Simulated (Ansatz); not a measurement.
How far is PAW off for WC?

```xyz
2
Lattice="2.9005 0.0000 0.0000 -1.4503 2.5119 0.0000 0.0000 0.0000 2.8290" Properties=species:S:1:pos:R:3 pbc="T T T"
W     0.0000    0.0000    0.0000
C     1.4503    0.8373    1.4145
```

Atoms are numbered in the order listed.

Conventional cell: a = 2.901 Å, b = 2.901 Å, c = 2.829 Å, α = 90.00°, β = 90.00°, γ = 120.00°. W (atom 1) has 6 C at 2.19 Å as nearest neighbours. C (atom 2) has 6 W at 2.19 Å as nearest neighbours.

The geometry is COD entry 2102244, unchecked; take it as a test cell.

Spin–orbit coupling is left out, though it moves levels of the heavy atoms by tenths of an eV or more.

Methods: DFT, PBEsol, PAW with Ansatz's default frozen-core files, scalar-relativistic (Ansatz 0.2.0); DFT, PBEsol, all-electron LAPW, scalar-relativistic (Ansatz 0.2.0).

For PAW: a Γ-centred 13×13×12 k mesh, Fermi–Dirac smearing of 0.05 eV, cutoff 420 eV, no spin polarisation; the PAW files were made with PBE, and the program remakes their frozen cores for this functional. LAPW targets a basis error of 1 meV/atom. The Ansatz runs share mesh, smearing and spin set-up. Plane-wave (PAW) pressures include the program's estimate of the Pulay term.

Stress and pressure are positive in compression.

Levels count from the Fermi level.

```json
{"quantity": "pressure (GPa)", "PAW": "-0.82", "LAPW": "-0.77"}
{"quantity": "stress xx (GPa)", "PAW": "-0.66", "LAPW": "-0.61"}
{"quantity": "stress zz (GPa)", "PAW": "-1.14", "LAPW": "-1.09"}
{"quantity": "highest filled level at L (eV)", "PAW": "-4.196", "LAPW": "-4.193"}
{"quantity": "lowest empty level at L (eV)", "PAW": "0.304", "LAPW": "0.304"}
{"quantity": "highest filled level at A (eV)", "PAW": "-0.619", "LAPW": "-0.620"}
{"quantity": "lowest empty level at A (eV)", "PAW": "3.709", "LAPW": "3.710"}
{"quantity": "highest filled level at Γ (eV)", "PAW": "-3.380", "LAPW": "-3.378"}
{"quantity": "lowest empty level at Γ (eV)", "PAW": "0.110", "LAPW": "0.111"}
```

PAW's pressure differs from the LAPW value by -0.05 GPa.
